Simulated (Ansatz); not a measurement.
# Si2Mo: straining the crystal, uniaxial strain along a

The task here is to estimate one member of a computed series from the others.

Method: DFT PBEsol, scalar-relativistic, plane waves, PAW, in Ansatz 0.2.0.

2 further runs of the same task are left out: 2 set aside as unsound or not needed.

## The system as given

Symmetry: I4/mmm, No. 139, tetragonal system. Conventional cell: a = 3.190 Å, b = 3.190 Å, c = 7.821 Å, α = 90.00°, β = 90.00°, γ = 90.00°. Around Si (site symmetry 4mm) lie 5 Si at 2.58 to 2.62 Å and 5 Mo at 2.60 to 2.62 Å. Mo (site symmetry 4/mmm) has 10 Si at 2.60 to 2.62 Å as nearest neighbours.

Coordinates:

```xyz
6
Lattice="3.1901 0.0000 0.0000 0.0000 3.1901 0.0000 0.0000 0.0000 7.8214" Properties=species:S:1:pos:R:3 pbc="T T T"
Si    0.0000    0.0000    2.6206
Si    1.5950    1.5950    1.2901
Si    1.5950    1.5950    6.5313
Si    0.0000    0.0000    5.2008
Mo    0.0000    0.0000    0.0000
Mo    1.5950    1.5950    3.9107
```

The first run:

The input, input.yaml:

```yaml
crystal:
  lattice:
    - [3.1900701716, 0.0, 0.0]
    - [0.0, 3.1900701716, 0.0]
    - [0.0, 0.0, 7.8213840138]
  atoms:
    - { symbol: Si, position: [0.0, 0.0, 0.3350596647] }
    - { symbol: Si, position: [0.5, 0.5, 0.1649403353] }
    - { symbol: Si, position: [0.5, 0.5, 0.8350596647] }
    - { symbol: Si, position: [0.0, 0.0, 0.6649403353] }
    - { symbol: Mo, position: [0.0, 0.0, 0.0] }
    - { symbol: Mo, position: [0.5, 0.5, 0.5] }
basis:
  ecutwfc: 420
kpoints:
  mp_grid: { grid: [12, 12, 6] }
hamiltonian:
  xc: pbesol
scf:
  occupations: { method: gaussian, width: 0.1 }
output:
  forces: true
  stress: true
  eigenvalues: true
```

The run is started by

```sh
> ansatz run input.yaml --threads 1 --pin off --max-ram 2560MiB --backend cpu --events-out ev --progress --plain --runs-dir out
```

Among the steps run: Reference cell for the strains; Strain -1.5 %; The cell strained by +1.5 %; Strain -3.0 %; Strain +3.0 %; The cell strained by -4.5 %; At +4.5 %.

One table of the session follows, with a row left open; its other results are not shown here.

| strain (%) | ΔE (meV/atom) | a (Å) | b (Å) | c (Å) |
| --- | --- | --- | --- | --- |
| -4.5 | 32.9 | 3.047 | 3.232 | 7.874 |
| -3.0 | 14.4 | 3.094 | 3.218 | 7.855 |
| -1.5 | ? | ? | ? | ? |
| +0.0 | 0.0 | 3.190 | 3.190 | 7.821 |
| +1.5 | 3.3 | 3.238 | 3.178 | 7.805 |
| +3.0 | 13.0 | 3.286 | 3.166 | 7.791 |
| +4.5 | 28.7 | 3.334 | 3.154 | 7.777 |

Q: Estimate the row for strain (%) = -1.5 from the others.

Worked estimate for «ΔE (meV/atom)». A straight line through the neighbours (-3.0, 14.4) and (0.0, 0.0) gives 14.4 + (0.0 − 14.4) × (-1.5 + 3.0) / (0.0 + 3.0) = 7.2; a parabola fitted to 4 rows on both sides gives 3.6.

**Answer.** ΔE (meV/atom): 3.6; a (Å): 3.142; b (Å): 3.204; c (Å): 7.836. In «ΔE (meV/atom)» the line misses by +3.6 and the parabola by 0.0.

ΔE is over the unstrained cell. Stress in GPa, positive in compression, on the Cartesian axes of the input. 
